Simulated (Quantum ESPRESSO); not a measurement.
GaP:

```
CELL_PARAMETERS angstrom
0.00000 2.72525 2.72525
2.72525 0.00000 2.72525
2.72525 2.72525 0.00000
ATOMIC_POSITIONS crystal
Ga 0.00000 0.00000 0.00000
P 0.75000 0.75000 0.75000
```

Program: Quantum ESPRESSO 7.5. Alike in all runs: task dielectric tensor; no spin polarisation; cell as given; k mesh 6 × 6 × 6, shifted; cutoff (eV) 1088; smearing fermi-dirac 0.05 eV.

Order these runs on this cell by their pressure, lowest first.
A. level PBE; potentials or basis PseudoDojo 0.4.1 SR PBE standard
B. level BLYP; potentials or basis PseudoDojo 0.4.1 SR PBE standard
C. level LDA; potentials or basis PseudoDojo 0.4.1 SR LDA standard; form of the LDA correlation PW92
D. level AM05; potentials or basis PseudoDojo 0.4.1 SR PBE standard

C (-2.9 GPa), D (-0.1 GPa), A (2.6 GPa), B (6.1 GPa).

Caveats: the potentials were made for another functional, which shifts forces and pressure (some runs); the cell is more than 3 GPa from zero pressure, which shifts response properties (some runs).
